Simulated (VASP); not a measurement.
Here is a VASP 6.6.1 calculation.

File INCAR:

```
PREC     = Accurate       # precision mode
ENCUT    = 520            # plane-wave cutoff, eV
EDIFF    = 1E-6           # SCF threshold, eV
ISMEAR   = 0              # smearing method
SIGMA    = 0.05           # smearing width, eV
LREAL    = F              # projectors in reciprocal space
LASPH    = T              # aspherical terms in the spheres
NELM     = 150            # most SCF steps
ALGO     = Normal         # electronic algorithm
ISIF     = 2              # what is computed and relaxed
LWAVE    = F              # write WAVECAR
LCHARG   = T              # write CHGCAR
ISPIN    = 2              # spin polarisation
MAGMOM   = 0.22           # initial moments
LORBIT   = 11             # projections on sites
LMAXMIX  = 6              # l up to which the mixer works
GGA      = PE             # functional
LELF     = T              # ELF
LVHAR    = T            
NBANDS   = 16             # bands
```

KPOINTS

```
regular mesh
0
Gamma
  6 6 6
```

POSCAR

```
Ce
1.0
    0.0000000000      2.5426641332      2.5426641332
    2.5426641332      0.0000000000      2.5426641332
    2.5426641332      2.5426641332      0.0000000000
Ce
1
Direct
    0.0000000000      0.0000000000      0.0000000000
```

Potentials or basis: VASP PAW PBE potentials, release 64 (Ce).

The run is started by

```sh
$ cat potpaw_PBE.64/Ce/POTCAR > POTCAR
$ mpirun -np 1 vasp_std > vasp.out
```

Question: What does it give for the pressure?

Answer: -5.9 GPa.

Question: Predict the net moment.

Answer: 0.00 μB per cell.

Question: Estimate the band gap on the k mesh.

Answer: None (metal or under the smearing width).

Caveat: the magnetic or orbital state may not be the lowest; spin-orbit coupling is left out, which moves the levels of the heavy elements. The state reached can hang on the start; a lower one may exist.
